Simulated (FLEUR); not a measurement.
# Pb (Fd-3m) in FLEUR: a series of runs

The runs below take Pb through band structure, equation of state, with SCAN.

Everything below comes from runs of FLEUR MaX-R8.1 (later development tree). Logs are shortened: lines on timing, memory, paths and dates and some standing lists are left out, and cuts for length are marked.

## (1) The structure

It takes space group Fd-3m (No. 227, cubic). The conventional cell has a = 6.878 Å, b = 6.878 Å, c = 6.878 Å, α = 90.00°, β = 90.00°, γ = 90.00°. Pb (site symmetry -43m) is surrounded by 4 Pb at 2.98 Å.

This isn't the form of Pb at room conditions, which is fcc.

## (2) Band structure, SCAN

File inp.xml:

```xml
<?xml version="1.0" encoding="UTF-8" standalone="no"?>
<fleurInput fleurInputVersion="0.39">
   <comment>
      Pb                                                                                                  
   </comment>
   <calculationSetup>
      <cutoffs Kmax="4.1" Gmax="12.7" GmaxXC="12.7" numbands="0"/>
      <scfLoop itmax="80" minDistance="0.0001" maxIterBroyd="30" imix="Anderson" alpha="0.05" precondParam="0.0" spinf="2.0" sdNocoIR="T"/>
      <coreElectrons ctail="F" frcor="F" kcrel="0" coretail_lmax="0"/>
      <xcFunctional name="LibXC" relativisticCorrections="F">
         <LibXCName exchange="mgga_x_scan" correlation="mgga_c_scan"/>
         <AuxGGA exchange="117" correlation="130"/>
      </xcFunctional>
      <magnetism jspins="1"/>
      <soc l_soc="F" theta="0.0" phi="0.0" spav="F"/>
      <expertModes spex="0" secvar="F"/>
      <geometryOptimization l_f="F" forcealpha="1.0" forcemix="BFGS" epsdisp="0.00001" epsforce="0.00001"/>
      <ldaU l_linMix="F" mixParam="0.05" spinf="1.0"/>
   </calculationSetup>
   <cell>
      <bzIntegration valenceElectrons="40.0" mode="hist" fermiSmearingEnergy="0.00183747">
         <kPointListSelection listName="default-1"/>
         <!-- k-points included here -->
         <xi:include xmlns:xi="http://www.w3.org/2001/XInclude" href="kpts.xml"> </xi:include>
      </bzIntegration>
      <!-- symmetry operations included here -->
      <xi:include xmlns:xi="http://www.w3.org/2001/XInclude" href="sym.xml"> </xi:include>
      <bulkLattice scale="1.0">
         <bravaisMatrix>
            <row-1>    0.0000000000000000     6.4987682473791999     6.4987682473791999</row-1>
            <row-2>    6.4987682473791999     0.0000000000000000     6.4987682473791999</row-2>
            <row-3>    6.4987682473791999     6.4987682473791999     0.0000000000000000</row-3>
         </bravaisMatrix>
      </bulkLattice>
   </cell>
   <atomSpecies>
      <species name="Lead (Pb)" element="Pb" atomicNumber="82">
         <mtSphere radius="2.61" gridPoints="863" logIncrement="0.016"/>
         <atomicCutoffs lmax="10" lnonsphr="10"/>
         <electronConfig flipSpins="F">
            <coreConfig>(1s1/2) (2s1/2) (2p1/2) (2p3/2) (3s1/2) (3p1/2) (3p3/2) (4s1/2) (3d3/2) (3d5/2) (4p1/2) (4p3/2) (4d3/2) (4d5/2) (4f5/2) (4f7/2) (5s1/2)</coreConfig>
            <valenceConfig>(5p1/2) (5p3/2) (6s1/2) (5d3/2) (5d5/2) (6p1/2) (6p3/2)</valenceConfig>
            <stateOccupation state="(6p1/2)" spinUp="0.333333" spinDown="0.333333"/>
            <stateOccupation state="(6p3/2)" spinUp="0.666667" spinDown="0.666667"/>
         </electronConfig>
         <energyParameters s="6" p="6" d="5" f="5"/>
         <lo type="SCLO" l="1" n="5" eDeriv="0"/>
         <lo type="SCLO" l="1" n="5" eDeriv="1"/>
         <lo type="SCLO" l="0" n="6" eDeriv="2"/>
         <lo type="SCLO" l="2" n="5" eDeriv="2"/>
         <lo type="SCLO" l="3" n="5" eDeriv="2"/>
      </species>
   </atomSpecies>
   <atomGroups>
      <atomGroup species="Lead (Pb)">
         <relPos label="                   1">1.000/8.000 1.000/8.000 1.000/8.000</relPos>
         <relPos label="                   2">-1.000/8.000 -1.000/8.000 -1.000/8.000</relPos>
         <force calculate="T" relaxXYZ="TTT"/>
      </atomGroup>
   </atomGroups>
   <output dos="F" band="F" slice="F">
      <checks vchk="F" cdinf="F"/>
      <bandDOS minEnergy="-.5*Htr" maxEnergy="0.5*Htr" sigma="0.015" storeEVData="T"/>
      <vacuumDOS vacdos="F" integ="F" star="F" nstars="0" locx1="0.0" locy1="0.0" locx2="0.0" locy2="0.0" nstm="0" tworkf="0.0"/>
      <unfoldingBand unfoldBand="F" supercellX="1" supercellY="1" supercellZ="1"/>
      <plotting iplot="0" polar="F">
         <plot TwoD="T" vec1="  1.0  0.0  0.0" vec2="  0.0  1.0  0.0" vec3="  0.0  0.0  1.0" zero="  0.0  0.0  0.0" file="plot"/>
      </plotting>
      <chargeDensitySlicing numkpt="0" minEigenval="0.0" maxEigenval="0.0" nnne="0" pallst="F"/>
      <specialOutput eonly="F"/>
      <moessbauerParams electricFieldGradient="T" isomerShift="T" coreHyperfine="T" valenceHyperfine="T"/>
      <magneticCircularDichroism mcd="F" energyLo="-10.0" energyUp="0.0"/>
   </output>
  <!-- We include the file relax.xml here to enable relaxations (see documentation) -->
  <xi:include xmlns:xi="http://www.w3.org/2001/XInclude" href="relax.xml"> <xi:fallback/> </xi:include>
</fleurInput>
```

File crystal.txt:

```
Pb
&input cartesian=F /
0.0000000000  3.4390000555  3.4390000555
3.4390000555  0.0000000000  3.4390000555
3.4390000555  3.4390000555  0.0000000000
1.8897261246
1.0 1.0 1.0

2
82 0.2500000000  0.2500000000  0.2500000000
82 0.0000000000  0.0000000000  0.0000000000

&kpt div1=7 div2=7 div3=7 gamma=T /
```

File inp.xml (bands):

```
<?xml version="1.0" encoding="UTF-8" standalone="no"?>
<fleurInput fleurInputVersion="0.39">
   <comment>
      Pb                                                                                                  
   </comment>
   <calculationSetup>
      <cutoffs Kmax="4.1" Gmax="12.7" GmaxXC="12.7" numbands="0"/>
      <scfLoop itmax="80" minDistance="0.0001" maxIterBroyd="30" imix="Anderson" alpha="0.05" precondParam="0.0" spinf="2.0" sdNocoIR="T"/>
      <coreElectrons ctail="F" frcor="F" kcrel="0" coretail_lmax="0"/>
      <xcFunctional name="LibXC" relativisticCorrections="F">
         <LibXCName exchange="mgga_x_scan" correlation="mgga_c_scan"/>
         <AuxGGA exchange="117" correlation="130"/>
      </xcFunctional>
      <magnetism jspins="1"/>
      <soc l_soc="F" theta="0.0" phi="0.0" spav="F"/>
      <expertModes spex="0" secvar="F"/>
      <geometryOptimization l_f="F" forcealpha="1.0" forcemix="BFGS" epsdisp="0.00001" epsforce="0.00001"/>
      <ldaU l_linMix="F" mixParam="0.05" spinf="1.0"/>
   </calculationSetup>
   <cell>
      <bzIntegration valenceElectrons="40.0" mode="hist" fermiSmearingEnergy="0.00183747">
         <kPointListSelection listName="path-1"/>
         <!-- k-points included here -->
         <xi:include xmlns:xi="http://www.w3.org/2001/XInclude" href="kpts.xml"> </xi:include>
      </bzIntegration>
      <!-- symmetry operations included here -->
      <xi:include xmlns:xi="http://www.w3.org/2001/XInclude" href="sym.xml"> </xi:include>
      <bulkLattice scale="1.0">
         <bravaisMatrix>
            <row-1>    0.0000000000000000     6.4987682473791999     6.4987682473791999</row-1>
            <row-2>    6.4987682473791999     0.0000000000000000     6.4987682473791999</row-2>
            <row-3>    6.4987682473791999     6.4987682473791999     0.0000000000000000</row-3>
         </bravaisMatrix>
      </bulkLattice>
   </cell>
   <atomSpecies>
      <species name="Lead (Pb)" element="Pb" atomicNumber="82">
         <mtSphere radius="2.61" gridPoints="863" logIncrement="0.016"/>
         <atomicCutoffs lmax="10" lnonsphr="10"/>
         <electronConfig flipSpins="F">
            <coreConfig>(1s1/2) (2s1/2) (2p1/2) (2p3/2) (3s1/2) (3p1/2) (3p3/2) (4s1/2) (3d3/2) (3d5/2) (4p1/2) (4p3/2) (4d3/2) (4d5/2) (4f5/2) (4f7/2) (5s1/2)</coreConfig>
            <valenceConfig>(5p1/2) (5p3/2) (6s1/2) (5d3/2) (5d5/2) (6p1/2) (6p3/2)</valenceConfig>
            <stateOccupation state="(6p1/2)" spinUp="0.333333" spinDown="0.333333"/>
            <stateOccupation state="(6p3/2)" spinUp="0.666667" spinDown="0.666667"/>
         </electronConfig>
         <energyParameters s="6" p="6" d="5" f="5"/>
         <lo type="SCLO" l="1" n="5" eDeriv="0"/>
         <lo type="SCLO" l="1" n="5" eDeriv="1"/>
         <lo type="SCLO" l="0" n="6" eDeriv="2"/>
         <lo type="SCLO" l="2" n="5" eDeriv="2"/>
         <lo type="SCLO" l="3" n="5" eDeriv="2"/>
      </species>
   </atomSpecies>
   <atomGroups>
      <atomGroup species="Lead (Pb)">
         <relPos label="                   1">1.000/8.000 1.000/8.000 1.000/8.000</relPos>
         <relPos label="                   2">-1.000/8.000 -1.000/8.000 -1.000/8.000</relPos>
         <force calculate="T" relaxXYZ="TTT"/>
      </atomGroup>
   </atomGroups>
   <output dos="F" band="T" slice="F">
      <checks vchk="F" cdinf="F"/>
      <bandDOS minEnergy="-.5*Htr" maxEnergy="0.5*Htr" sigma="0.015" storeEVData="T"/>
      <vacuumDOS vacdos="F" integ="F" star="F" nstars="0" locx1="0.0" locy1="0.0" locx2="0.0" locy2="0.0" nstm="0" tworkf="0.0"/>
      <unfoldingBand unfoldBand="F" supercellX="1" supercellY="1" supercellZ="1"/>
      <plotting iplot="0" polar="F">
         <plot TwoD="T" vec1="  1.0  0.0  0.0" vec2="  0.0  1.0  0.0" vec3="  0.0  0.0  1.0" zero="  0.0  0.0  0.0" file="plot"/>
      </plotting>
      <chargeDensitySlicing numkpt="0" minEigenval="0.0" maxEigenval="0.0" nnne="0" pallst="F"/>
      <specialOutput eonly="F"/>
      <moessbauerParams electricFieldGradient="T" isomerShift="T" coreHyperfine="T" valenceHyperfine="T"/>
      <magneticCircularDichroism mcd="F" energyLo="-10.0" energyUp="0.0"/>
   </output>
  <!-- We include the file relax.xml here to enable relaxations (see documentation) -->
  <xi:include xmlns:xi="http://www.w3.org/2001/XInclude" href="relax.xml"> <xi:fallback/> </xi:include>
</fleurInput>
```

Potentials or basis: all-electron, FLAPW.

On the command line:

```
> inpgen -f crystal.txt -profile fastHighL
> # inp.xml edited to the form shown
> fleur_MPI
> fleur_MPI   # second run, on inp.xml (bands)
```

Log:

```text
Welcome to FLEUR        (www.flapw.de)
      MaX-Release 8.1          (www.max-centre.eu)
 func_ids         267         263         267         263
 MetaGGA potential functional detected - V_tau will be computed
 Auxiliary Potential for radial basis: exchange=         117  correlation=         130
The functional 'SCAN exchange of Sun, Ruzsinszky, and Perdew' is an exchange functional, it belongs to the 'MGGA' family and is defined in the reference(s):
[1] J. Sun, A. Ruzsinszky, and J. P. Perdew.,  Phys. Rev. Lett. 115, 036402 (2015)
The functional 'SCAN correlation of Sun, Ruzsinszky, and Perdew' is a correlation functional, it belongs to the 'MGGA' family and is defined in the reference(s):
[1] J. Sun, A. Ruzsinszky, and J. P. Perdew.,  Phys. Rev. Lett. 115, 036402 (2015)
 Using same functional for VXC and EXC

 ========== k-point set info ==========
 Selected k-point list: default-1
 k-point list type: mesh
 7 x 7 x 7
 Number of k points: 20

 ------------Calculation Setup---------------------------
 Number of MPI-tasks      :            1
 Number of PE/node        :            1
 Number of OMP-threads    :            1
 Most efficient MPI parallelization for:
           1           2           4           5          10          20
 Additional eigenvalue parallelization possible
 Number of basis functions:          716
 Approximate size of matrices (H+S) per k-point:         0.008 GB
 --------------------------------------------------------
The functional 'Hammer, Hansen, and Norskov' is an exchange functional, it belongs to the 'GGA' family and is defined in the reference(s):
[1] B. Hammer, L. B. Hansen, and J. K. Nørskov.,  Phys. Rev. B 59, 7413 (1999)
The functional 'Perdew, Burke & Ernzerhof' is a correlation functional, it belongs to the 'GGA' family and is defined in the reference(s):
[1] J. P. Perdew, K. Burke, and M. Ernzerhof.,  Phys. Rev. Lett. 77, 3865 (1996)
[2] J. P. Perdew, K. Burke, and M. Ernzerhof.,  Phys. Rev. Lett. 78, 1396 (1997)
 Using same functional for VXC and EXC
 Using auxiliary GGA potential for the first iteration of MetaGGA calculation.
 Reset of history
 Reset of history
 Iteration:     1   Distance:      46.64358635 me/bohr^3
The functional 'Hammer, Hansen, and Norskov' is an exchange functional, it belongs to the 'GGA' family and is defined in the reference(s):
[1] B. Hammer, L. B. Hansen, and J. K. Nørskov.,  Phys. Rev. B 59, 7413 (1999)
The functional 'Perdew, Burke & Ernzerhof' is a correlation functional, it belongs to the 'GGA' family and is defined in the reference(s):
[1] J. P. Perdew, K. Burke, and M. Ernzerhof.,  Phys. Rev. Lett. 77, 3865 (1996)
[2] J. P. Perdew, K. Burke, and M. Ernzerhof.,  Phys. Rev. Lett. 78, 1396 (1997)
 Using same functional for VXC and EXC
 Iteration:     2   Distance:      44.25140379 me/bohr^3
The functional 'Hammer, Hansen, and Norskov' is an exchange functional, it belongs to the 'GGA' family and is defined in the reference(s):
[1] B. Hammer, L. B. Hansen, and J. K. Nørskov.,  Phys. Rev. B 59, 7413 (1999)
The functional 'Perdew, Burke & Ernzerhof' is a correlation functional, it belongs to the 'GGA' family and is defined in the reference(s):
[1] J. P. Perdew, K. Burke, and M. Ernzerhof.,  Phys. Rev. Lett. 77, 3865 (1996)
[2] J. P. Perdew, K. Burke, and M. Ernzerhof.,  Phys. Rev. Lett. 78, 1396 (1997)
 Using same functional for VXC and EXC
 Iteration:     3   Distance:      42.01924410 me/bohr^3
The functional 'Hammer, Hansen, and Norskov' is an exchange functional, it belongs to the 'GGA' family and is defined in the reference(s):
[1] B. Hammer, L. B. Hansen, and J. K. Nørskov.,  Phys. Rev. B 59, 7413 (1999)
The functional 'Perdew, Burke & Ernzerhof' is a correlation functional, it belongs to the 'GGA' family and is defined in the reference(s):
[1] J. P. Perdew, K. Burke, and M. Ernzerhof.,  Phys. Rev. Lett. 77, 3865 (1996)
[2] J. P. Perdew, K. Burke, and M. Ernzerhof.,  Phys. Rev. Lett. 78, 1396 (1997)
 Using same functional for VXC and EXC
 Iteration:     4   Distance:       1.50885214 me/bohr^3
The functional 'Hammer, Hansen, and Norskov' is an exchange functional, it belongs to the 'GGA' family and is defined in the reference(s):
[1] B. Hammer, L. B. Hansen, and J. K. Nørskov.,  Phys. Rev. B 59, 7413 (1999)
The functional 'Perdew, Burke & Ernzerhof' is a correlation functional, it belongs to the 'GGA' family and is defined in the reference(s):
[1] J. P. Perdew, K. Burke, and M. Ernzerhof.,  Phys. Rev. Lett. 77, 3865 (1996)
[2] J. P. Perdew, K. Burke, and M. Ernzerhof.,  Phys. Rev. Lett. 78, 1396 (1997)
 Using same functional for VXC and EXC
 Iteration:     5   Distance:       0.97881833 me/bohr^3
The functional 'Hammer, Hansen, and Norskov' is an exchange functional, it belongs to the 'GGA' family and is defined in the reference(s):
[... 46 lines left out ...]
 Using same functional for VXC and EXC
 Iteration:    12   Distance:       0.00035522 me/bohr^3
The functional 'Hammer, Hansen, and Norskov' is an exchange functional, it belongs to the 'GGA' family and is defined in the reference(s):
[1] B. Hammer, L. B. Hansen, and J. K. Nørskov.,  Phys. Rev. B 59, 7413 (1999)
The functional 'Perdew, Burke & Ernzerhof' is a correlation functional, it belongs to the 'GGA' family and is defined in the reference(s):
[1] J. P. Perdew, K. Burke, and M. Ernzerhof.,  Phys. Rev. Lett. 77, 3865 (1996)
[2] J. P. Perdew, K. Burke, and M. Ernzerhof.,  Phys. Rev. Lett. 78, 1396 (1997)
 Using same functional for VXC and EXC
 Iteration:    13   Distance:       0.00034392 me/bohr^3
The functional 'Hammer, Hansen, and Norskov' is an exchange functional, it belongs to the 'GGA' family and is defined in the reference(s):
[1] B. Hammer, L. B. Hansen, and J. K. Nørskov.,  Phys. Rev. B 59, 7413 (1999)
The functional 'Perdew, Burke & Ernzerhof' is a correlation functional, it belongs to the 'GGA' family and is defined in the reference(s):
[1] J. P. Perdew, K. Burke, and M. Ernzerhof.,  Phys. Rev. Lett. 77, 3865 (1996)
[2] J. P. Perdew, K. Burke, and M. Ernzerhof.,  Phys. Rev. Lett. 78, 1396 (1997)
 Using same functional for VXC and EXC
 Iteration:    14   Distance:       0.00019463 me/bohr^3
The functional 'Hammer, Hansen, and Norskov' is an exchange functional, it belongs to the 'GGA' family and is defined in the reference(s):
[1] B. Hammer, L. B. Hansen, and J. K. Nørskov.,  Phys. Rev. B 59, 7413 (1999)
The functional 'Perdew, Burke & Ernzerhof' is a correlation functional, it belongs to the 'GGA' family and is defined in the reference(s):
[1] J. P. Perdew, K. Burke, and M. Ernzerhof.,  Phys. Rev. Lett. 77, 3865 (1996)
[2] J. P. Perdew, K. Burke, and M. Ernzerhof.,  Phys. Rev. Lett. 78, 1396 (1997)
 Using same functional for VXC and EXC
 Iteration:    15   Distance:       0.00004407 me/bohr^3

 ********************************************************************
 Run finished successfully
 Stop message:
   all done
 ********************************************************************
```

Run time: 51 s. Hardware: 1 thread of Intel Xeon 6975P-C (Granite Rapids), shared host; peak memory 0.09 GiB.

Results:

```yaml
Free_energy: -1138908.2102 eV
Band_gap_along_the_path: none (metal or under the smearing width)
Valence_electrons_inside_the_program's_atomic_spheres: Pb 18.02 (radii Pb 2.61 bohr)
```

Levels at the corners of the path, in eV from the Fermi level:
```
point  band 17  band 18  band 19  band 20  band 21  band 22  band 23  band 24
    Γ   -11.70    -3.97     0.40     0.40     0.40     2.60     2.60     2.60
    X    -8.88    -8.88    -2.07    -2.07     1.19     1.19     7.52     7.52
    W    -8.86    -8.86    -2.49    -2.49     2.99     2.99     4.75     4.75
    K    -9.29    -8.43    -2.78    -1.72     1.27     3.33     5.60     6.17
    Γ   -11.70    -3.97     0.40     0.40     0.40     2.60     2.60     2.60
    L   -10.27    -7.40    -0.81    -0.81    -0.80     3.86     3.86     6.12
    U    -9.29    -8.43    -2.78    -1.72     1.27     3.33     5.60     6.17
    W    -8.86    -8.86    -2.49    -2.49     2.99     2.99     4.75     4.75
    L   -10.27    -7.40    -0.81    -0.81    -0.80     3.86     3.86     6.12
    K    -9.29    -8.43    -2.78    -1.72     1.27     3.33     5.60     6.17
    U    -9.29    -8.43    -2.78    -1.72     1.27     3.33     5.60     6.17
    X    -8.88    -8.88    -2.07    -2.07     1.19     1.19     7.52     7.52
```

Core levels (eV from the Fermi level):
```tsv
atom	levels
1 Pb	1s1/2 -87981.2, 2s1/2 -15719.0, 2p1/2 -15092.0, 2p3/2 -12902.1, 3s1/2 -3769.6, 3p1/2 -3487.3, 3p3/2 -2998.7, 4s1/2 -850.1, 3d3/2 -2536.3, 3d5/2 -2432.3, 4p1/2 -728.0, 4p3/2 -608.4, 4d3/2 -410.0, 4d5/2 -387.7, 4f5/2 -130.8, 4f7/2 -125.8, 5s1/2 -139.1
2 Pb	1s1/2 -87981.2, 2s1/2 -15719.0, 2p1/2 -15092.0, 2p3/2 -12902.1, 3s1/2 -3769.6, 3p1/2 -3487.3, 3p3/2 -2998.7, 4s1/2 -850.1, 3d3/2 -2536.3, 3d5/2 -2432.3, 4p1/2 -728.0, 4p3/2 -608.4, 4d3/2 -410.0, 4d5/2 -387.7, 4f5/2 -130.8, 4f7/2 -125.8, 5s1/2 -139.1
```

Caveat: the meta-GGA is that of a development version, with a GGA for the radial functions and cores and without core tails; spin-orbit coupling is left out, which moves the levels of the heavy elements.

(Part 1 of 2 ends here.)
